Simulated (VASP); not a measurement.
# 2H-MoS2 monolayer under biaxial strain

Aim: strain 2H-MoS2 monolayer in both directions of its plane and follow energy, thickness and gap.

Method: PBE with D3(BJ), no spin polarisation; plane waves and PAW (Mo, S), in the first sound run; inputs show where later runs differ, in VASP 6.6.1.

Most raw output is cut from this account.

**1. Set-up**

The cell holds 3 atoms: 1 Mo and 2 S. Its edges and angles: a = 3.180 Å, b = 3.180 Å, c = 22.000 Å, α = 90.0°, β = 90.0°, γ = 120.0°. Vacuum lies along c.

Structure file:

```xyz
3
Lattice="3.1800 0.0000 0.0000 -1.5900 2.7540 0.0000 0.0000 0.0000 22.0000" Properties=species:S:1:pos:R:3
Mo    0.0000    1.8360   11.0000
S     1.5900    0.9180    9.4350
S     1.5900    0.9180   12.5650
```

**2. Relaxing the monolayer**

The sheet's cell relaxes in its plane with the atoms, while the vacuum is kept.

The input, INCAR:

```
SYSTEM = MoS2
PREC = Normal
ENCUT = 350
EDIFF = 1E-06
NELM = 120
ISMEAR = 0
SIGMA = 0.03
LREAL = .FALSE.
ALGO = Normal
GGA = PE
IVDW = 12
NBANDS = 15
LASPH = .TRUE.
LORBIT = 11
LWAVE = .FALSE.
LCHARG = .FALSE.
KPAR = 4
IBRION = 2
NSW = 50
ISIF = 3
EDIFFG = -0.015
POTIM = 0.4
IDIPOL = 3
LDIPOL = .TRUE.
DIPOL = 0.5 0.5 0.5
LATTICE_CONSTRAINTS = .TRUE. .TRUE. .FALSE.
```

The input, POSCAR:

```
MoS2
1.0
    3.1800000000      0.0000000000      0.0000000000
   -1.5900000000      2.7539607840      0.0000000000
    0.0000000000      0.0000000000     22.0000000000
Mo S
1 2
Direct
    0.3333333333      0.6666666667      0.5000000000
    0.6666666667      0.3333333333      0.4288636364
    0.6666666667      0.3333333333      0.5711363636
```

The input, KPOINTS:

```
Automatic mesh
0
Gamma
12 12 1
0 0 0
```

Potentials, in the order of the species: Mo and S (PBE family, release 64).

The run is started by

```
mpirun -np 4 vasp_std
```

It took 30 s on 4 MPI ranks of AMD EPYC 7R43, shared host; peak memory 0.71 GiB.

This run has no spin polarisation, although Mo can carry a moment. The gap is read on the k-mesh alone, so it is an upper bound where the band edges lie off the mesh. The data set Mo keeps the semicore shell frozen, which is cheaper and a little less accurate. The run keeps the 12 symmetry operations of its start, so it cannot find a distortion of lower symmetry.

Step by step:

```csv
step,energy less that of the first step (eV),largest force (eV/Å),pressure (GPa),volume (Å³)
1,0.0000,0.1067,-0.65,192.67
2,-0.0046,0.2446,0.52,187.91
3,-0.0077,0.1050,0.06,189.74
4,-0.0077,0.1009,0.04,189.80
5,-0.0083,0.0484,0.00,189.50
6,-0.0085,0.0071,-0.03,189.18
```

```
cell as run  before  after  change
      a (Å)   3.180  3.151  -0.9 %
      b (Å)   3.180  3.151  -0.9 %
```

Final coordinates:

```cif
data_structure
_symmetry_space_group_name_H-M 'P 1'
_symmetry_Int_Tables_number 1
_cell_length_a 3.1511
_cell_length_b 3.1511
_cell_length_c 22.0000
_cell_angle_alpha 90.000
_cell_angle_beta 90.000
_cell_angle_gamma 120.000
_cell_volume 189.18
loop_
_atom_site_label
_atom_site_type_symbol
_atom_site_fract_x
_atom_site_fract_y
_atom_site_fract_z
_atom_site_occupancy
Mo1 Mo 0.33333 0.66667 0.50000 1
S2 S 0.66667 0.33333 0.42865 1
S3 S 0.66667 0.33333 0.57135 1
```

This step gave:

```
electronic cycles              : 52
electrons                      : 18
free energy (TOTEN)            : -22.75 eV
Fermi energy                   : -2.640 eV
metallic                       : no
dipole moment                  : 0, 0, 0 e·Å
gap on the k-mesh              : 1.785 eV
least direct gap on the k-mesh : 1.785 eV
```

The run ended after 6 ionic steps, 0.009 eV below its first step, once forces and stress met EDIFFG = -0.015.

**3. A second relaxation**

The plane waves were chosen for the start cell, so the relaxation is repeated from its end.

INCAR, as its differences from that of step 2:

```diff
@@ -18,3 +18,3 @@
 IBRION = 2
-NSW = 50
+NSW = 30
 ISIF = 3
```

The input, POSCAR:

```
MoS2
1.0
    3.1510679982      0.0000000000      0.0000000000
   -1.5755339991      2.7289049355      0.0000000000
    0.0000000000      0.0000000000     22.0000000000
Mo S
1 2
Direct
    0.3333333333      0.6666666667      0.5000000000
    0.6666666667      0.3333333333      0.4286452982
    0.6666666667      0.3333333333      0.5713547018
```

KPOINTS is that of step 2.

The run is started by

```
mpirun -np 4 vasp_std
```

Elapsed: 10 s, on 4 MPI ranks; peak memory 0.62 GiB.

Little changed from the start: no atom moved by 0.005 Å and no cell edge by 0.1 %.

Numbers from this step:

```yaml
electronic_cycles: 21
fermi_energy: -2.629 eV
```

The start already met the threshold, so nothing moved.

**4. Potential and states of the slab**

A static run writes the electrostatic potential without exchange and correlation (LVHAR), which is flat in the vacuum and gives the level to count from. The dipole correction cancels the field that unlike faces would set up across the vacuum.

The input, INCAR:

```
SYSTEM = MoS2
PREC = Normal
ENCUT = 350
EDIFF = 1E-06
NELM = 120
ISMEAR = 0
SIGMA = 0.03
LREAL = .FALSE.
ALGO = Fast
GGA = PE
IVDW = 12
NBANDS = 15
LASPH = .TRUE.
LORBIT = 11
LWAVE = .FALSE.
LCHARG = .TRUE.
IDIPOL = 3
LDIPOL = .TRUE.
DIPOL = 0.5 0.5 0.5
LVHAR = .TRUE.
LVACPOTAV = .TRUE.
NEDOS = 1500
LELF = .TRUE.
```

POSCAR is that of step 3.

KPOINTS is that of step 3.

The input, KPOINTS_OPT:

```
Line mode
14
Line-mode
Reciprocal
  0.00000000   0.00000000   0.00000000 GAMMA
  0.50000000   0.00000000   0.00000000 M

  0.50000000   0.00000000   0.00000000 M
  0.33333333   0.33333333   0.00000000 K

  0.33333333   0.33333333   0.00000000 K
  0.00000000   0.00000000   0.00000000 GAMMA
```

The run is started by

```
mpirun -np 4 vasp_std
```

It took 17 s on 4 MPI ranks; peak memory 0.46 GiB.

This step gave:

```yaml
fermi_energy: -2.636 eV
least_gap_on_mesh_and_path: 1.785 eV
least_direct_gap_on_mesh_and_path: 1.785 eV
vacuum_levels: 3.123, 3.123 eV
ionisation_potentials_of_the_upper_and_lower_face: 5.891, 5.891 eV
electron_affinities_of_the_upper_and_lower_face: 4.105, 4.105 eV
```

Electronic bands along the path, in eV, zero at the valence-band top; v1 is the highest filled band, c1 the lowest empty one:

```csv
point,v4,v3,v2,v1,c1,c2,c3,c4
Γ,-1.86,-1.43,-1.43,-0.13,2.86,2.86,3.07,3.07
0.54 of the way,-2.54,-1.60,-1.45,-0.88,2.17,2.36,3.07,3.93
M,-3.15,-1.96,-0.87,-0.67,2.31,2.81,3.96,4.34
0.46 of the way,-3.19,-2.21,-1.95,-0.32,2.24,3.05,3.55,4.44
K,-3.59,-2.95,-2.23,0.00,1.79,2.99,3.59,5.01
0.46 of the way,-3.31,-2.02,-1.14,-0.81,1.91,2.55,2.79,4.32
Γ,-1.86,-1.43,-1.43,-0.13,2.86,2.86,3.07,3.07
```

Of the projections kept (Mo, S), the largest for each band there; the rest of the weight can lie on other orbitals:

```csv
point,v4,v3,v2,v1,c1,c2,c3,c4
Γ,S 0.89,Mo 0.65,Mo 0.65,Mo 0.81,S 0.52,S 0.52,S 0.60,S 0.60
M,Mo 0.60,S 0.70,S 0.79,Mo 0.72,Mo 0.96,Mo 0.91,Mo 0.64,Mo 0.60
K,S 0.59,S 0.80,S 0.60,Mo 0.85,Mo 0.92,Mo 0.78,Mo 0.80,Mo 0.70
Γ,S 0.89,Mo 0.65,Mo 0.65,Mo 0.81,S 0.52,S 0.52,S 0.60,S 0.60
```

Zero at the Fermi level. Table of planar average of the electrostatic potential by height:

height (Å), planar average of the electrostatic potential (eV) and a bar from the least value:
```
      0.0        5.8 ##############################
      0.5        5.8 ##############################
      1.0        5.8 ##############################
      1.5        5.8 ##############################
      2.0        5.8 ##############################
      2.5        5.8 ##############################
      3.0        5.8 ##############################
      3.5        5.8 ##############################
      4.0        5.8 ##############################
      4.5        5.8 ##############################
      5.0        5.8 ##############################
      5.5        5.8 ##############################
      6.0        5.8 ##############################
      6.5        5.8 ##############################
      7.0        5.7 ##############################
      7.5        5.6 ##############################
      8.0        5.2 #############################
      8.5        3.0 ##########################
      9.0       -7.3 ###########
      9.5      -14.4 
     10.0       -7.2 ###########
     10.5       -6.3 ############
     11.0       -8.5 #########
     11.5       -6.3 ############
     12.0       -7.2 ###########
     12.5      -14.4 
     13.0       -7.3 ###########
     13.5        3.0 ##########################
     14.0        5.2 #############################
     14.5        5.6 ##############################
     15.0        5.7 ##############################
     15.5        5.8 ##############################
     16.0        5.8 ##############################
     16.5        5.8 ##############################
     17.0        5.8 ##############################
     17.5        5.8 ##############################
     18.0        5.8 ##############################
     18.5        5.8 ##############################
     19.0        5.8 ##############################
     19.5        5.8 ##############################
     20.0        5.8 ##############################
     20.5        5.8 ##############################
     21.0        5.8 ##############################
     21.5        5.8 ##############################
```

Density of states in the PAW spheres, an atom over height of the layer and energy from the Fermi level.

Ten even steps from '_' (0.00 states/eV) to '@' (1.62 states/eV), each cell a mean:
```
______
______
__**__
..@@..
::==::
------
==**==
::++::
..--..
--**--
--**--
--**--
::--::
__..__
--++--
::**::
__..__
______
______
______
______
______
```
Columns: height of the layer (Å) from 9.4 to 12.6; rows upwards: energy from the Fermi level (eV) from -7.9 to 0.5.

ELF in the ca plane at fractional y = 0.333, with atoms of S within 0.2 Å of it. It is the smooth field of the valence electrons, not physical close to the nuclei.

Ten even steps from '0' (0.00) to '9' (0.94), each cell a mean:
```
00000000000000246898887422588898754100000000
00000000000000368998677523676799975100000000
00000000000003478998457523674599985100000000
00000000000000458998778523687799974000000000
00000000000000145788886322578888642100000000
00000000000000101234543211235432100000000000
00000000000000000001221111112210000000000000
00000000000000211345653222246654200000000000
```
Columns run along c (16.0 Å, from fractional 0.10 to 0.83 of the cell), rows up along a (3.2 Å). Atoms in or near the plane, at fractional coordinates: S at (0.43, 0.67), S at (0.57, 0.67).

Valence density in the ca plane at fractional y = 0.333, with atoms of S within 0.2 Å of it. It is the smooth field of the valence electrons, not physical close to the nuclei.

Values in units of 1e-1 e/Å³, 5 rows by 16 columns, each cell a mean:
```
0.0 0.0 0.0 0.0 0.0 0.2 4.6 9.2 4.0 5.2 9.2 3.0 0.1 0.0 0.0 0.0
0.0 0.0 0.0 0.0 0.0 0.4 7.4 6.5 4.8 6.6 6.5 5.4 0.2 0.0 0.0 0.0
0.0 0.0 0.0 0.0 0.0 0.2 4.7 9.1 4.1 5.3 9.1 3.1 0.1 0.0 0.0 0.0
0.0 0.0 0.0 0.0 0.0 0.1 1.1 3.0 3.5 3.3 2.8 0.7 0.0 0.0 0.0 0.0
0.0 0.0 0.0 0.0 0.0 0.1 1.0 2.8 3.5 3.2 2.6 0.7 0.0 0.0 0.0 0.0
```
Columns run along c (16.0 Å, from fractional 0.10 to 0.83 of the cell), rows up along a (3.2 Å). Atoms in or near the plane, at fractional coordinates: S at (0.43, 0.67), S at (0.57, 0.67).

The map of layer states is cut here 0.5 eV above the Fermi level, so it leaves out the states above that.

The vacuum level lies 5.89 eV above the highest filled level at the upper face; both faces agree, as the slab has next to no dipole.

The program found no field-free point at its default tolerance, but its printed level agrees with the flat part of the planar average.

**5. Strained, atoms relaxed, biaxial strain -0.04**

The cell is held at the strained lattice, and the atoms relax in it.

The input, INCAR:

```
SYSTEM = MoS2
PREC = Normal
ENCUT = 350
EDIFF = 1E-06
NELM = 120
ISMEAR = 0
SIGMA = 0.03
LREAL = .FALSE.
ALGO = Fast
GGA = PE
IVDW = 12
NBANDS = 15
LASPH = .TRUE.
LORBIT = 11
LWAVE = .FALSE.
LCHARG = .FALSE.
KPAR = 4
IBRION = 2
NSW = 30
ISIF = 2
EDIFFG = -0.015
POTIM = 0.4
MAXMIX = 40
IDIPOL = 3
LDIPOL = .TRUE.
DIPOL = 0.5 0.5 0.5
```

The input, POSCAR:

```
MoS2
1.0
    3.0250252783      0.0000000000      0.0000000000
   -1.5125126391      2.6197487381      0.0000000000
    0.0000000000      0.0000000000     22.0000000000
Mo S
1 2
Direct
    0.3333333333      0.6666666667      0.5000000000
    0.6666666667      0.3333333333      0.4286452982
    0.6666666667      0.3333333333      0.5713547018
```

KPOINTS is that of step 4.

The run is started by

```
mpirun -np 4 vasp_std
```

It took 18 s on 4 MPI ranks; peak memory 0.6 GiB; 70 s of CPU time.

The steps of the relaxation:

```csv
step,energy less that of the first step (eV),largest force (eV/Å)
1,0.0000,1.0027
2,-0.0446,0.1659
3,-0.0459,0.0021
```

The atoms that moved most (Å):

```
atom     dx     dy      dz  length
  S2  0.000  0.000  -0.047   0.047
  S3  0.000  0.000   0.047   0.047
```

Final coordinates:

```
Mo S
1.0
     3.02503    0.00000    0.00000
    -1.51251    2.61975    0.00000
     0.00000    0.00000   22.00000
Mo S
1 2
Cartesian
  0.0000 1.7465 11.0000
  1.5125 0.8732 9.3832
  1.5125 0.8732 12.6168
```

Numbers from this step:

```
electronic cycles              : 42
free energy (TOTEN)            : -22.58 eV
Fermi energy                   : -2.212 eV
gap on the k-mesh              : 1.651 eV
least direct gap on the k-mesh : 2.307 eV
```

The run ended after 3 ionic steps, 0.046 eV below its first step, once the forces on the free atoms met EDIFFG = -0.015.

**6. Strained, levels with spin-orbit coupling, biaxial strain -0.04**

This step: PBE with D3(BJ), spin-orbit coupling, no spin polarisation; plane waves and PAW (Mo, S) (VASP 6.6.1).

A static run with spin-orbit coupling gives the gap and the vacuum level at this strain.

The input, INCAR:

```
SYSTEM = MoS2
PREC = Normal
ENCUT = 350
EDIFF = 1E-06
NELM = 120
ISMEAR = 0
SIGMA = 0.03
LREAL = .FALSE.
ALGO = Fast
GGA = PE
IVDW = 12
LNONCOLLINEAR = .TRUE.
MAGMOM = 0 0 0 0 0 0 0 0 0
NBANDS = 30
GGA_COMPAT = .FALSE.
LASPH = .TRUE.
LSORBIT = .TRUE.
LMAXMIX = 4
LWAVE = .FALSE.
LCHARG = .FALSE.
KPAR = 4
IDIPOL = 3
LDIPOL = .TRUE.
DIPOL = 0.5 0.5 0.5
LVHAR = .TRUE.
LVACPOTAV = .TRUE.
```

The input, POSCAR:

```
MoS2
1.0
    3.0250252783      0.0000000000      0.0000000000
   -1.5125126391      2.6197487381      0.0000000000
    0.0000000000      0.0000000000     22.0000000000
Mo S
1 2
Direct
    0.3333333333      0.6666666667      0.5000000000
    0.6666666667      0.3333333333      0.4265106922
    0.6666666667      0.3333333333      0.5734893078
```

KPOINTS is that of step 5.

KPOINTS_OPT is that of step 4.

The run is started by

```
mpirun -np 4 vasp_ncl
```

Elapsed: 77 s, on 4 MPI ranks; peak memory 1.6 GiB.

This step gave:

- electronic cycles: 23
- free energy (TOTEN): -22.60 eV
- Fermi energy: -2.104 eV
- least gap on mesh and path: 1.559 eV
- least direct gap on mesh and path: 2.221 eV
- vacuum levels: 3.342, 3.342 eV
- ionisation potentials of the upper and lower face: 5.636, 5.636 eV
- electron affinities of the upper and lower face: 4.077, 4.077 eV

On-site spin-orbit energy by atom:

| atom | on-site spin-orbit energy (eV) |
| --- | --- |
| Mo1 | -0.0274 |
| S2 | -0.0023 |
| S3 | -0.0023 |

Electronic bands along the path, in eV, zero at the valence-band top; v1 is the highest filled band, c1 the lowest empty one:

| point | v4 | v3 | v2 | v1 | c1 | c2 | c3 | c4 |
| --- | --- | --- | --- | --- | --- | --- | --- | --- |
| Γ | -1.12 | -1.12 | -0.76 | -0.76 | 3.07 | 3.07 | 3.14 | 3.14 |
| 0.54 of the way | -1.31 | -1.31 | -1.22 | -1.22 | 1.89 | 1.89 | 2.47 | 2.47 |
| M | -0.89 | -0.89 | -0.60 | -0.60 | 2.73 | 2.73 | 2.99 | 2.99 |
| 0.46 of the way | -2.32 | -2.29 | -0.39 | -0.29 | 2.52 | 2.55 | 3.27 | 3.31 |
| K | -2.67 | -2.65 | -0.13 | 0.00 | 2.22 | 2.23 | 2.58 | 2.59 |
| 0.46 of the way | -1.36 | -1.32 | -0.90 | -0.81 | 1.56 | 1.61 | 2.75 | 2.75 |
| Γ | -1.12 | -1.12 | -0.76 | -0.76 | 3.07 | 3.07 | 3.14 | 3.14 |

Zero at the Fermi level. The planar average of the electrostatic potential by height:

```csv
height (Å),planar average of the electrostatic potential (eV)
0.0,5.45
0.5,5.45
1.0,5.45
1.5,5.45
2.0,5.45
2.5,5.45
3.0,5.45
3.5,5.45
4.0,5.45
4.5,5.45
5.0,5.45
5.5,5.45
6.0,5.44
6.5,5.44
7.0,5.41
7.5,5.30
8.0,4.73
8.5,2.08
9.0,-9.96
9.5,-15.8
10.0,-7.08
10.5,-7.11
11.0,-9.60
11.5,-7.11
12.0,-7.08
12.5,-15.8
13.0,-9.96
13.5,2.08
14.0,4.73
14.5,5.30
15.0,5.41
15.5,5.44
16.0,5.44
16.5,5.45
17.0,5.45
17.5,5.45
18.0,5.45
18.5,5.45
19.0,5.45
19.5,5.45
20.0,5.45
20.5,5.45
21.0,5.45
21.5,5.45
```

The path shows an indirect gap of 1.56 eV (valence top at K, conduction bottom between K and Γ). The least direct gap is 2.22 eV.

**7. Strained, atoms relaxed, biaxial strain -0.03**

This step: PBE with D3(BJ), no spin polarisation; plane waves and PAW (Mo, S) (VASP 6.6.1).

The input, INCAR:

```
SYSTEM = MoS2
PREC = Normal
ENCUT = 350
EDIFF = 1E-06
NELM = 120
ISMEAR = 0
SIGMA = 0.03
LREAL = .FALSE.
ALGO = Fast
GGA = PE
IVDW = 12
NBANDS = 15
LASPH = .TRUE.
LORBIT = 11
LWAVE = .FALSE.
LCHARG = .FALSE.
KPAR = 4
IBRION = 2
NSW = 30
ISIF = 2
EDIFFG = -0.015
POTIM = 0.4
MAXMIX = 40
IDIPOL = 3
LDIPOL = .TRUE.
DIPOL = 0.5 0.5 0.5
```

The input, POSCAR:

```
MoS2
1.0
    3.0565359583      0.0000000000      0.0000000000
   -1.5282679791      2.6470377874      0.0000000000
    0.0000000000      0.0000000000     22.0000000000
Mo S
1 2
Direct
    0.3333333333      0.6666666667      0.5000000000
    0.6666666667      0.3333333333      0.4286452982
    0.6666666667      0.3333333333      0.5713547018
```

KPOINTS is that of step 6.

The run is started by

```
mpirun -np 4 vasp_std
```

The job ended after 17 s (4 MPI ranks; peak memory 0.62 GiB; 66 s of CPU time).

Relaxation path:

```csv
step,energy less that of the first step (eV),largest force (eV/Å)
1,0.0000,0.7219
2,-0.0236,0.1358
3,-0.0245,0.0064
```

The atoms that moved most (Å):

```
atom     dx     dy      dz  length
  S2  0.000  0.000  -0.035   0.035
  S3  0.000  0.000   0.035   0.035
```

Final coordinates:

```xyz
3
Lattice="3.0565 0.0000 0.0000 -1.5283 2.6470 0.0000 0.0000 0.0000 22.0000" Properties=species:S:1:pos:R:3
Mo    0.0000    1.7647   11.0000
S     1.5283    0.8823    9.3954
S     1.5283    0.8823   12.6046
```

The run ended after 3 ionic steps, 0.024 eV below its first step, once the forces on the free atoms met EDIFFG = -0.015.

**8. Strained, levels with spin-orbit coupling, biaxial strain -0.03**

This step: PBE with D3(BJ), spin-orbit coupling, no spin polarisation; plane waves and PAW (Mo, S) (VASP 6.6.1).

The input, INCAR:

```
SYSTEM = MoS2
PREC = Normal
ENCUT = 350
EDIFF = 1E-06
NELM = 120
ISMEAR = 0
SIGMA = 0.03
LREAL = .FALSE.
ALGO = Fast
GGA = PE
IVDW = 12
LNONCOLLINEAR = .TRUE.
MAGMOM = 0 0 0 0 0 0 0 0 0
NBANDS = 30
GGA_COMPAT = .FALSE.
LASPH = .TRUE.
LSORBIT = .TRUE.
LMAXMIX = 4
LWAVE = .FALSE.
LCHARG = .FALSE.
KPAR = 4
IDIPOL = 3
LDIPOL = .TRUE.
DIPOL = 0.5 0.5 0.5
LVHAR = .TRUE.
LVACPOTAV = .TRUE.
```

The input, POSCAR:

```
MoS2
1.0
    3.0565359583      0.0000000000      0.0000000000
   -1.5282679791      2.6470377874      0.0000000000
    0.0000000000      0.0000000000     22.0000000000
Mo S
1 2
Direct
    0.3333333333      0.6666666667      0.5000000000
    0.6666666667      0.3333333333      0.4270621982
    0.6666666667      0.3333333333      0.5729378018
```

KPOINTS is that of step 7.

KPOINTS_OPT is that of step 6.

The run is started by

```
mpirun -np 4 vasp_ncl
```

Wall time 77 s (4 MPI ranks); peak memory 1.6 GiB.

**9. Strained, atoms relaxed, biaxial strain -0.02**

This step: PBE with D3(BJ), no spin polarisation; plane waves and PAW (Mo, S) (VASP 6.6.1).

The input, INCAR:

```
SYSTEM = MoS2
PREC = Normal
ENCUT = 350
EDIFF = 1E-06
NELM = 120
ISMEAR = 0
SIGMA = 0.03
LREAL = .FALSE.
ALGO = Fast
GGA = PE
IVDW = 12
NBANDS = 15
LASPH = .TRUE.
LORBIT = 11
LWAVE = .FALSE.
LCHARG = .FALSE.
KPAR = 4
IBRION = 2
NSW = 30
ISIF = 2
EDIFFG = -0.015
POTIM = 0.4
MAXMIX = 40
IDIPOL = 3
LDIPOL = .TRUE.
DIPOL = 0.5 0.5 0.5
```

The input, POSCAR:

```
MoS2
1.0
    3.0880466382      0.0000000000      0.0000000000
   -1.5440233191      2.6743268368      0.0000000000
    0.0000000000      0.0000000000     22.0000000000
Mo S
1 2
Direct
    0.3333333333      0.6666666667      0.5000000000
    0.6666666667      0.3333333333      0.4286452982
    0.6666666667      0.3333333333      0.5713547018
```

KPOINTS is that of step 8.

The run is started by

```
mpirun -np 4 vasp_std
```

Wall time 18 s (4 MPI ranks); peak memory 0.6 GiB; 67 s of CPU time.

Relaxation path:

```
step  energy less that of the first step (eV)  largest force (eV/Å)
   1                                   0.0000                0.4598
   2                                  -0.0098                0.0937
   3                                  -0.0102                0.0029
```

The atoms that moved most (Å):

| atom | dx | dy | dz | length |
| --- | --- | --- | --- | --- |
| S2 | 0.000 | 0.000 | -0.022 | 0.022 |
| S3 | 0.000 | 0.000 | 0.022 | 0.022 |

Final coordinates:

```xyz
3
Lattice="3.0880 0.0000 0.0000 -1.5440 2.6743 0.0000 0.0000 0.0000 22.0000" Properties=species:S:1:pos:R:3
Mo    0.0000    1.7829   11.0000
S     1.5440    0.8914    9.4078
S     1.5440    0.8914   12.5922
```

The run ended after 3 ionic steps, 0.010 eV below its first step, once the forces on the free atoms met EDIFFG = -0.015.

(Continued in part 2 of 2.)

[Lines on the potential files, build, host, timing and source positions are cut from VASP's logs without a mark.]

[Logs are printed without paths, hosts, clocks, repeated set-up lines and the standing remarks that a program may print on its own settings, such as how far it seeks lower states.]

[Hosts, paths, dates, database ids (printed as entryN), source tags and the programs' standing remarks are cut or masked in the printed files.]

[Runs that stopped without an error message from VASP are left out.]
